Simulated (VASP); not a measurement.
C, 4 atoms in the cell. The structure is hexagonal, space group P6_3/mmc (No. 194). The conventional cell has a = 2.461 Å, b = 2.461 Å, c = 9.391 Å, α = 90.00°, β = 90.00°, γ = 120.00°. C (site symmetry -6m2) is surrounded by 3 C at 1.42 Å. Around C (site symmetry -6m2) lie 3 C at 1.42 Å. The cell was built by a generator and needn't be a form met in nature.

- Program: VASP 6.6.1
- Task: single point
- Functional: SCAN
- Potentials or basis: VASP PAW PBE potentials, release 64 (C)
- Cutoff: 520 eV
- k mesh: 16 × 16 × 4
- Occupations: fermi-dirac, width 0.05 eV
- Spin: no spin polarisation
- Further INCAR settings: ALGO = Normal; EDIFF = 1e-06

Potentials or basis: VASP PAW PBE potentials, release 64 (C).

Launch:

```bash
$ cat potpaw_PBE.64/C/POTCAR > POTCAR
$ mpirun -np 1 vasp_std > vasp.out
```

Hardware: 1 thread of Intel(R) Xeon(R) Platinum 8488C (Sapphire Rapids), with other jobs on the host.

How long does it take, and how much memory?

Wall time 3.8 min on 1 thread of Intel(R) Xeon(R) Platinum 8488C (Sapphire Rapids), on a shared host, peak memory 0.18 GiB. Counts: scf iterations 32, k points 90.
